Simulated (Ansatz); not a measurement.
The system is PtS2.

```
Pt S
1.0
     3.54320    0.00000    0.00000
    -1.77160    3.06850    0.00000
     0.00000    0.00000    5.03880
Pt S
1 2
Direct
  0.00000 0.00000 0.00000
  0.66667 0.33333 0.77300
  0.33333 0.66667 0.22700
```

| Property | Result |
| --- | --- |
| Program | Ansatz 0.2.0 |
| Task | relaxation of cell and atoms |
| Functional | PBE |
| Potentials or basis | Ansatz PAW |
| Cutoff | 420 eV (not typed: the program's choice for these potentials) |
| k mesh | 9 × 9 × 5 |
| Occupations | fermi-dirac, width 0.05 eV |
| Spin | no spin polarisation |

At the start: volume 18.26 Å³/atom.

**Question.** How do energy, volume and symmetry change on relaxing?

**Answer.** It ends after 18 steps and the volume is 23.99 Å³/atom (+31.4 %); space group P-3m1 (No. 164, to 0.05 Å).

Step by step:
```
step  energy change (eV)  largest force (eV/Å)  volume (Å³)
   1              0.0000                1.2565        54.78
   2             -0.1661                0.0658        59.59
   3             -0.1766                0.0429        60.76
   4             -0.1848                0.0830        63.20
   5             -0.1853                0.0256        63.54
   6             -0.1856                0.0005        63.61
   7             -0.1925                0.0030        63.61
   8             -0.1958                0.0027        64.93
   9             -0.1994                0.0304        67.47
  10             -0.1999                0.0049        68.50
  11             -0.1998                0.0114        69.36
  12             -0.1998                0.0017        69.23
  13             -0.2015                0.0025        69.23
  14             -0.2018                0.0024        70.06
  15             -0.2018                0.0145        71.70
  16             -0.2018                0.0003        71.77
  17             -0.2017                0.0003        71.97
  18             -0.2022                0.0001        71.97
```

Final structure:
```cif
data_structure
_symmetry_space_group_name_H-M 'P 1'
_symmetry_Int_Tables_number 1
_cell_length_a 3.5768
_cell_length_b 3.5768
_cell_length_c 6.4956
_cell_angle_alpha 90.000
_cell_angle_beta 90.000
_cell_angle_gamma 120.000
_cell_volume 71.97
loop_
_atom_site_label
_atom_site_type_symbol
_atom_site_fract_x
_atom_site_fract_y
_atom_site_fract_z
_atom_site_occupancy
Pt1 Pt 0.00000 0.00000 0.00000 1
S1 S 0.66667 0.33333 0.81102 1
S2 S 0.33333 0.66667 0.18898 1
```

Caveat: the volume moved by over 15 % at a fixed basis, so the end points are rough; the plane-wave basis is chosen anew once the cell has moved, so the energies of steps on either side of that aren't comparable; this functional lacks dispersion, which binds the layers, so the pressure and a relaxed spacing across them are unreliable, and here the layers came unbound; the volume moved by +31 % from the deposited cell, more than functionals usually miss.
